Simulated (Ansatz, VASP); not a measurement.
# Si2C: VASP beside Ansatz

```
Si C
1.0
     2.72014    0.00000    0.00000
     0.00000    2.72014    0.00000
     0.00000    0.00000    4.81268
Si C
2 1
Cartesian
  1.3601 1.3601 1.1644
  1.3601 1.3601 3.6482
  0.0000 0.0000 0.0000
```

Change from the starting cell: species swapped into the Ga2Cu type (P4/mmm, No. 123).

Alike in both runs: functional PBE; k mesh 16 × 16 × 10; occupations gaussian, width 0.1 eV; no spin polarisation.

Ansatz relaxed the structure, and its values are those at the end. VASP's run is a single point on that final structure, the one shown.

```csv
,VASP,Ansatz
version,VASP 6.6.1,Ansatz 0.2.0
potentials or method,"VASP PAW PBE potentials, release 64 (Si, C)","scalar-relativistic, plane waves, PAW"
plane-wave cutoff (eV),520,420
valence electrons in the cell,12,12
```

|  | VASP | Ansatz | Ansatz less VASP |
| --- | --- | --- | --- |
| gap on the k mesh at the Fermi level (eV) | none | none | - |
| pressure (GPa) | 0.0 | 0.0 | 0.00 |

A gap of «none» marks a metal or a gap that the smearing closes. The functional is the same, so the differences come from potentials, cutoffs and numerics.
